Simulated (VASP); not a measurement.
Crystal: Al2O3 (Corundum).

```xyz
10
Lattice="2.3803 1.3742 4.3319 -2.3803 1.3742 4.3319 0.0000 -2.7485 4.3319" Properties=species:S:1:pos:R:3 pbc="T T T"
Al    0.0000    0.0000   11.0743
Al    0.0000    0.0000    8.4191
Al    0.0000    0.0000    1.9213
Al    0.0000    0.0000    4.5765
O    -1.6503   -0.1099    5.4148
O     0.7300    1.4841    5.4148
O     0.9203   -1.3742    5.4148
O     1.6503    0.1099    7.5808
O    -0.7300   -1.4841    7.5808
O    -0.9203    1.3742    7.5808
```

| Quantity | Value |
| --- | --- |
| Program | VASP 6.6.1 |
| Task | single point |
| Functional | PBE |
| Potentials or basis | VASP PAW PBE potentials, release 64 (Al, O) |
| Cutoff | 520 eV |
| k mesh | 7 × 7 × 7 |
| Occupations | fermi-dirac, width 0.05 eV |
| Spin | no spin polarisation |

On this cell: pressure 7.2 GPa; largest force 0.027 eV/Å; band gap on the k mesh 6.22 eV, direct.

The same run follows on a disturbed copy (atoms moved at random, drawn with an rms of 0.05 Å):

```
Al O
1.0
     2.38025    1.37424    4.33187
    -2.38025    1.37424    4.33187
     0.00000   -2.74848    4.33187
Al O
4 6
Cartesian
  -0.0205 -0.0100 11.0659
  0.0016 -0.0146 8.4324
  0.0072 0.0351 1.9340
  -0.0008 -0.0181 4.5955
  -1.6245 -0.1037 5.4017
  0.7295 1.5010 5.4725
  0.9547 -1.3794 5.4668
  1.5858 0.0726 7.5546
  -0.7465 -1.5241 7.5806
  -0.9627 1.3782 7.5985
```

What changes?

The energy moves by +16.8 meV/atom; pressure 8.1 GPa; largest force 1.311 eV/Å; band gap on the k mesh 6.08 eV, direct.

Forces in eV/Å, atoms in the order of the input:
```
Al   0.399  0.127  0.502
Al  -0.293  0.012 -0.190
Al  -0.247 -0.917  0.183
Al   0.220  0.268 -0.151
O   -0.580  0.094  0.473
O   -0.177 -0.514 -0.924
O   -0.554  0.367 -1.130
O    0.959  0.323  0.391
O    0.007  0.766  0.486
O    0.267 -0.528  0.361
```

Stress tensor (GPa, compression positive):
```
 9.30  0.37 -0.82
 0.37  7.01 -0.64
-0.82 -0.64  7.86
```

Caveats: an odd mesh through Γ misses points on the zone boundary, where band edges often lie.
